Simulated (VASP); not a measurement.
Mo, 1 atom in the cell. Symmetry: Im-3m, No. 229, cubic system. Conventional cell: a = 3.162 Å, b = 3.162 Å, c = 3.162 Å, α = 90.00°, β = 90.00°, γ = 90.00°. Mo (site symmetry m-3m) is surrounded by 8 Mo at 2.74 Å. 

| Item | Value |
| --- | --- |
| Program | VASP 6.6.1 |
| Task | single point |
| Functional | PBE |
| Potentials or basis | VASP PAW PBE potentials, release 64 (Mo_sv) |
| Cutoff | 520 eV |
| k mesh | 12 × 12 × 12 |
| Occupations | gaussian, width 0.1 eV |
| Spin | no spin polarisation |
| Further INCAR settings | ALGO = Normal; EDIFF = 1e-07 |

Potentials or basis: VASP PAW PBE potentials, release 64 (Mo_sv).

Run with:

```console
$ cat potpaw_PBE.64/Mo_sv/POTCAR > POTCAR
$ mpirun -np 1 vasp_std > vasp.out
```

Hardware: 1 thread of Intel(R) Xeon(R) 6975P-C (Granite Rapids) (shared host).

Estimate the wall time of this run.

It took 4.5 s on 1 thread of Intel(R) Xeon(R) 6975P-C (Granite Rapids), on a shared host, peak memory 0.13 GiB. Counts: scf iterations 11, k points 72.
